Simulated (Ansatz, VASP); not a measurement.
# Fe in VASP and in Ansatz

File INCAR:

```
SYSTEM = Fe
  PREC = Accurate
  ENCUT = 600
  EDIFF = 1E-7
  ISMEAR = -1
  SIGMA = 0.05
  LREAL = .False.
  LASPH = .True.
  NELM = 150
  ALGO = Normal
  ISIF = 3
  LWAVE = .False.
  LCHARG = .False.
  ISPIN = 2
  MAGMOM = 3
  LORBIT = 11
  LMAXMIX = 4
  GGA = PS
  IBRION = 2
  NSW = 60
  EDIFFG = -0.005
  PSTRESS = 0
```

KPOINTS

```
Automatic mesh
0
Gamma
  10 10 10
  0 0 0
```

File POSCAR:

```
Fe
1.0
   -1.4430000000      1.4430000000      1.4430000000
    1.4430000000     -1.4430000000      1.4430000000
    1.4430000000      1.4430000000     -1.4430000000
Fe
1
Direct
    0.0000000000      0.0000000000      0.0000000000
```

input.yaml

```yaml
crystal:
  lattice:
    - [-1.443, 1.443, 1.443]
    - [1.443, -1.443, 1.443]
    - [1.443, 1.443, -1.443]
  atoms:
    - { symbol: Fe, position: [0.0, 0.0, 0.0], spin: 3.0 }
hamiltonian:
  xc: pbesol
  pseudopotentials: { kind: paw }
magnetization:
  spin_polarized: true
kpoints:
  mp_grid: { grid: [10, 10, 10] }
scf:
  occupations: { method: fermi_dirac, width: 0.05 }
output:
  forces: true
  stress: true
  eigenvalues: true
  write_density: true
  write_potential: true
  elf: true
  volumetric_format: npy
relax:
  f_tol: 0.01
  max_steps: 40
  cell: { stress_tol: 0.05 }
```

Alike in both runs: task relaxation of cell and atoms; functional PBEsol; k mesh 10 × 10 × 10; occupations fermi-dirac, width 0.05 eV; collinear spin, ferromagnetic start.

```csv
,VASP,Ansatz
version,VASP 6.6.1,Ansatz 0.2.0
potentials or method,"VASP PAW PBE potentials, release 64 (Fe)",Ansatz PAW
plane-wave cutoff (eV),600,420
valence electrons in the cell,8,16
```

Ansatz gave:

| Quantity | Value |
| --- | --- |
| gap on the k mesh at the Fermi level, each at its own relaxed structure (eV) | none |
| net moment per atom (μB) | 2.12 |
| size of the moment on the site where the two differ most (μB) | 2.15 |
| relaxed volume (Å³/atom) | 10.85 |
| relaxed cell length with the largest relative difference (Å) | 2.415 |
| energy change over the relaxation (meV/atom) | -81 |

Estimate VASP's values.

gap on the k mesh at the Fermi level, each at its own relaxed structure (eV): none; net moment per atom (μB): 2.12; size of the moment on the site where the two differ most (μB): 2.11; relaxed volume (Å³/atom): 10.83; relaxed cell length with the largest relative difference (Å): 2.414; energy change over the relaxation (meV/atom): -82.

Site moments also hang on the region over which each program counts them. A gap of «none» marks a metal or a gap that the smearing closes. The two sets of potentials don't hold the same shells in valence.

Caveats: the PAW data sets were made with another functional, which shifts forces and pressure a little (VASP); the plane-wave basis is chosen anew once the cell has moved, so the energies of steps on either side of that aren't comparable (Ansatz); the PAW data sets come from PBE, with cores solved anew for the run's functional, which leaves a small shift of forces and pressure (Ansatz).
